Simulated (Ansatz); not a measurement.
## KTaO3: stable or not

It comes from a database structure that was distorted and then relaxed.

Theory: Ansatz, DFT PBE, scalar-relativistic, plane waves, PAW. Settings of the last relaxation (5-atom cell): 420 eV, 8×8×8 k points, Gaussian smearing of 0.02 eV, no spin polarisation.

Space group P4mm (No. 99). a = 4.020 Å, b = 4.020 Å, c = 4.047 Å, α = 90.00°, β = 90.00°, γ = 90.00°
| atom | site | symmetry | x | y | z |
| --- | --- | --- | --- | --- | --- |
| K | 1b | 4mm | 0.5000 | 0.5000 | 0.4944 |
| Ta | 1a | 4mm | 0.0000 | 0.0000 | 0.9860 |
| O | 2c | 2mm. | 0.5000 | 0.0000 | 0.0059 |
| O | 1a | 4mm | 0.0000 | 0.0000 | 0.5078 |

Formation energies are uncorrected and refer to the elements' standard structures at the same level (O₂ as a molecule).

Task: These tests were run: energy against the elements; phonons on a 2×2×2 q mesh. What do they show?

Result:

```tsv
test	result
energy against the elements	−2.658 eV/atom
phonons on a 2×2×2 q mesh	imaginary modes down to 34i cm⁻¹
```

It fails one test: phonons on a 2×2×2 q mesh. So it isn't even a local minimum.

These runs have no spin–orbit coupling, which can matter for Ta. The run for the phonons used an 8×8×8 k mesh.
